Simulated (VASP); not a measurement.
# C in VASP: a series of runs, part 3 of 3

VASP 6.6.1. The steps go on from the part before.

**5. Work function, PBEsol**

This run uses another cell than the first one, of 13.45 Å³/atom, 1.201 times its volume.

INCAR reads:

```
SYSTEM = C
PREC = Accurate
ENCUT = 520
EDIFF = 1E-6
ISMEAR = 0
SIGMA = 0.05
LREAL = .False.
LASPH = .True.
NELM = 60
ALGO = Fast
ISIF = 2
LWAVE = .False.
LCHARG = .True.
LDIPOL = .True.
IDIPOL = 3
DIPOL = 0.5 0.5 0.500
GGA = PS
LVHAR = .True.
LVACPOTAV = .True.
KPAR = 8
```

KPOINTS reads:

```
Automatic mesh
0
Gamma
  12 12 1
  0 0 0
```

POSCAR reads:

```
C
1.0
    2.5220660410      0.0000000000      0.0000000000
   -2.5220660410      3.5667400000      0.0000000000
    0.0000000000      0.0000000000     35.8713632257
C
24
Direct
    1.0000000000      0.5000000000      0.3066512954
    0.2500000000      0.2500000000      0.3066512954
    1.0000000000      1.0000000000      0.3418056054
    0.2500000000      0.7500000000      0.3418056054
    1.0000000000      0.5000000000      0.3769599153
    0.2500000000      0.2500000000      0.3769599153
    1.0000000000      1.0000000000      0.4121142252
    0.2500000000      0.7500000000      0.4121142252
    1.0000000000      0.5000000000      0.4472685351
    0.2500000000      0.2500000000      0.4472685351
    1.0000000000      1.0000000000      0.4824228450
    0.2500000000      0.7500000000      0.4824228450
    1.0000000000      0.5000000000      0.5175771550
    0.2500000000      0.2500000000      0.5175771550
    1.0000000000      1.0000000000      0.5527314649
    0.2500000000      0.7500000000      0.5527314649
    1.0000000000      0.5000000000      0.5878857748
    0.2500000000      0.2500000000      0.5878857748
    1.0000000000      1.0000000000      0.6230400847
    0.2500000000      0.7500000000      0.6230400847
    1.0000000000      0.5000000000      0.6581943946
    0.2500000000      0.2500000000      0.6581943946
    1.0000000000      1.0000000000      0.6933487046
    0.2500000000      0.7500000000      0.6933487046
```

Potentials or basis: VASP PAW PBE potentials, release 64 (C).

Started as:

```sh
$ cat potpaw_PBE.64/C/POTCAR > POTCAR
$ mpirun -np 8 vasp_std > vasp.out
```

OUTCAR:

```text
SYSTEM = C
   PREC = Accurate
   ENCUT = 520
   EDIFF = 1E-6
   ISMEAR = 0
   LREAL = .False.
   LASPH = .True.
   NELM = 60
   ISIF = 2
   GGA = PS

 ion  position               nearest neighbor table
   1  0.000  0.500  0.307-   2 1.54   2 1.54   4 1.54
   2  0.250  0.250  0.307-   1 1.54   1 1.54   3 1.54
   3  0.000  0.000  0.342-   6 1.54   4 1.54   4 1.54   2 1.54
   4  0.250  0.750  0.342-   5 1.54   3 1.54   3 1.54   1 1.54
   5  0.000  0.500  0.377-   4 1.54   8 1.54   6 1.54   6 1.54
   6  0.250  0.250  0.377-   3 1.54   7 1.54   5 1.54   5 1.54
[... 1783 lines left out ...]
  Total      -10.6191143     -7.8151474     -9.1212056      0.0000000     -0.0000000      0.0000000
  in kB      -52.7257893    -38.8035955    -45.2884065      0.0000000     -0.0000000      0.0000000
  external PRESSURE =     -45.6059304 kB  Pullay stress =       0.0000000 kB

 VOLUME and BASIS-vectors are now :
 -----------------------------------------------------------------------------
  energy-cutoff  :      520.00
  volume of cell :      322.68
      direct lattice vectors                 reciprocal lattice vectors
     2.522066041  0.000000000  0.000000000     0.396500323  0.280368067  0.000000000
    -2.522066041  3.566740000  0.000000000     0.000000000  0.280368067  0.000000000
     0.000000000  0.000000000 35.871363226     0.000000000  0.000000000  0.027877390

 POSITION                                       TOTAL-FORCE (eV/Angst)
 -----------------------------------------------------------------------------------
     -1.26103      1.78337     11.00000         0.000000     -4.447265      1.287472
      0.00000      0.89168     11.00000         0.000000      4.447265      1.287472
      0.00000      0.00000     12.26103        -0.000000     -1.030624     -1.166954
     -1.26103      2.67505     12.26103         0.000000      1.030624     -1.166954
     -1.26103      1.78337     13.52207         0.000000     -0.366799     -0.001671
      0.00000      0.89168     13.52207         0.000000      0.366799     -0.001671
[... 16 lines left out ...]
      0.00000      0.00000     24.87136         0.000000     -4.447265     -1.287472
     -1.26103      2.67505     24.87136         0.000000      4.447265     -1.287472
 -----------------------------------------------------------------------------------
    total drift:                               -0.000000      0.000000      0.000000

  FREE ENERGIE OF THE ION-ELECTRON SYSTEM (eV)
  ---------------------------------------------------
  free  energy   TOTEN  =      -222.9792262980 eV

  energy  without entropy=     -222.9759002805  energy(sigma->0) =     -222.97756329

 vacuum level on the upper side and lower side of the slab         6.845         6.845
```

OSZICAR:

```text
N       E                     dE             d eps       ncg     rms          rms(c)
DAV:   1     0.680899919119E+03    0.68090E+03   -0.46424E+04  6010   0.140E+03
DAV:   2    -0.156356315392E+03   -0.83726E+03   -0.80698E+03  8146   0.329E+02
DAV:   3    -0.228372308745E+03   -0.72016E+02   -0.70823E+02  7156   0.978E+01
[... 13 lines left out ...]
RMM:  17    -0.222979175845E+03   -0.87727E-04   -0.53272E-06  5184   0.530E-03    0.157E-03
RMM:  18    -0.222979186586E+03   -0.10741E-04   -0.78760E-07  4527   0.287E-03    0.125E-03
RMM:  19    -0.222979221266E+03   -0.34679E-04   -0.33228E-06  4781   0.283E-03    0.444E-04
RMM:  20    -0.222979222626E+03   -0.13600E-05   -0.12406E-07  3293   0.138E-03    0.341E-04
RMM:  21    -0.222979226326E+03   -0.36999E-05   -0.23968E-07  3505   0.136E-03    0.222E-04
RMM:  22    -0.222979226298E+03    0.27681E-07   -0.33580E-08  2220   0.908E-04
   1 F= -.22297923E+03 E0= -.22297756E+03  d E =-.332602E-02
```

Wall time 5.6 min (8 MPI ranks of Intel Xeon Platinum 8259CL at 2.50GHz (Skylake/Cascade Lake), shared host); peak memory 0.84 GiB.

Results:

| Quantity | Value |
| --- | --- |
| Free energy | -222.9792 eV |
| Largest force | 4.630 eV/Å |
| Band gap on the k mesh | none (metal or under the smearing width) |
| Work function of the upper face | 6.09 eV |
| Work function of the lower face | 6.09 eV |

Forces on the atoms (eV/Å):
```
C    0.000 -4.447  1.287
C    0.000  4.447  1.287
C    0.000 -1.031 -1.167
C    0.000  1.031 -1.167
C    0.000 -0.367 -0.002
C    0.000  0.367 -0.002
C    0.000 -0.102 -0.018
C    0.000  0.102 -0.018
C    0.000 -0.030 -0.003
C    0.000  0.030 -0.003
C    0.000 -0.012  0.002
C    0.000  0.012  0.002
C    0.000 -0.012 -0.002
C    0.000  0.012 -0.002
C    0.000 -0.030  0.003
C    0.000  0.030  0.003
C    0.000 -0.102  0.018
C    0.000  0.102  0.018
C    0.000 -0.367  0.002
C    0.000  0.367  0.002
C    0.000 -1.031  1.167
C    0.000  1.031  1.167
C    0.000 -4.447 -1.287
C    0.000  4.447 -1.287
```

Levels at points of the mesh, in eV from the Fermi level:
```csv
k point,band 46,band 47,band 48,band 49,band 50,band 51
"(0.00, 0.00, 0.00)",-0.56,-0.52,-0.25,1.95,2.07,4.07
"(0.50, 0.00, 0.00)",-3.56,0.10,0.10,0.12,0.12,7.56
"(0.00, 0.50, 0.00)",-2.51,-0.38,-0.38,0.18,0.18,4.23
"(0.50, 0.50, 0.00)",-4.14,-0.31,-0.31,-0.29,-0.29,4.15
```

Caveat: the PAW data sets were made with another functional, which shifts forces and pressure a little.

**6. The runs side by side**

```csv
cell,vacuum (Å),gap on the mesh (eV),largest force (eV/Å),work function (eV)
"Pmna, 11.2 Å³/atom",-,none,4.63,6.09
"Pmna, 7.07 Å³/atom",5,none,4.62,-
"Pmna, 8.95 Å³/atom",10,none,4.63,6.08
"Pmna, 13.45 Å³/atom",22,none,4.63,6.09
```

Alike in all rows: task work function; level PBEsol; potentials or basis VASP PAW PBE potentials, release 64 (C); no spin polarisation; k mesh 12 × 12 × 1; cutoff (eV) 520; smearing gaussian 0.05 eV.

Every run on the cell as given and a fine mesh finds a metal.

Caveats: the PAW data sets were made with another functional, which shifts forces and pressure a little.

Absolute energies hang on the potentials; compare differences alone.
